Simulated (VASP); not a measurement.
# InAs in VASP: one cell, several levels of theory

InAs in the zincblende structure, under +1.0 % biaxial strain in x and y, free along z is computed at one geometry. Runs: PBE, r2SCAN.

The runs shown are made with VASP 6.6.1. PAW datasets, plane waves. Calculated at 0 K for a non-magnetic cell.

### Step 1. The structure to begin with

The cell comes from an earlier relaxation with r2SCAN in another program, then strained, with the atoms relaxed again.

Space group I-4m2 (No. 119), tetragonal; conventional cell a = 4.363 Å, c = 6.043 Å, 28.76 Å³ an atom. In has 4 As at 2.65 Å; As has 4 In at 2.65 Å.

Coordinates:

```cif
data_structure
_symmetry_space_group_name_H-M 'I-4m2'
_symmetry_Int_Tables_number 119
_cell_length_a 4.3630
_cell_length_b 4.3630
_cell_length_c 6.0426
_cell_angle_alpha 90.000
_cell_angle_beta 90.000
_cell_angle_gamma 90.000
_cell_volume 115.03
loop_
_atom_site_label
_atom_site_type_symbol
_atom_site_symmetry_multiplicity
_atom_site_Wyckoff_symbol
_atom_site_fract_x
_atom_site_fract_y
_atom_site_fract_z
_atom_site_occupancy
In1 In 2 a 0.00000 0.00000 0.00000 1
As1 As 2 c 0.00000 0.50000 0.25000 1
```

### Step 2. Single point with PBE

File INCAR:

```
ENCUT = 520.000000
SIGMA = 0.020000
EDIFF = 1.00e-07
GGA = PE
PREC = Accurate
IBRION = -1
ISIF = 2
ISMEAR = -1
NBANDS = 16
NELM = 120
NSW = 0
LASPH = .TRUE.
LCHARG = .FALSE.
LWAVE = .FALSE.
LREAL = .FALSE.
```

File KPOINTS:

```
KPOINTS created by Atomic Simulation Environment
0
Gamma
8 8 8
0 0 0
```

File KPOINTS_OPT:

```
special points
7
Reciprocal
0.0000000000 0.0000000000 0.0000000000 1
-0.5000000000 -0.5000000000 0.0000000000 1
-0.3750000000 -0.3750000000 0.2500000000 1
-0.3750000000 0.0000000000 0.3750000000 1
0.0000000000 0.0000000000 0.5000000000 1
-0.5000000000 -0.2500000000 0.2500000000 1
-0.0136720000 0.0000000000 -0.0136720000 1
```

File POSCAR:

```
In As
 1.0000000000000000
     0.0000000000000000    3.0851363778000001    3.0212965019000002
     3.0851363778000001    0.0000000000000000    3.0212965019000002
     3.0851363778000001    3.0851363778000001    0.0000000000000000
 In  As
   1   1
Cartesian
  0.0000000000000000  0.0000000000000000  0.0000000000000000
  1.5425681889000000  1.5425681889000000  1.5106482509500001
```

The run uses the recommended PBE PAW datasets (18 valence electrons a neutral cell).

On the command line:

```console
mpirun -np 1 vasp_std
```

### Step 3. Single point with r2SCAN

INCAR: that of step 2 with these lines changed.

```diff
@@ -3,3 +3,4 @@
 EDIFF = 1.00e-07
-GGA = PE
+ALGO = Normal
+METAGGA = R2SCAN
 PREC = Accurate
```

KPOINTS is that of step 2.

KPOINTS_OPT is that of step 2.

POSCAR is that of step 2.

**Question.** What will these runs give? Wanted: for each run, gap; pressure.

**Answer**, as computed:

| level | gap (eV) | pressure (GPa) |
| --- | --- | --- |
| PBE | 0.00 | 1.56 |
| r2SCAN | 0.01 | -0.50 |

No gap over 0.02 eV opens at any of these levels. Spin-orbit coupling is left out, though the cell holds In (Z = 49); in an element this heavy it can shift bands and gaps by tenths of an eV. The pressure is highest with PBE (1.6 GPa) and lowest with r2SCAN (-0.5 GPa), which orders the cells that they would relax to.
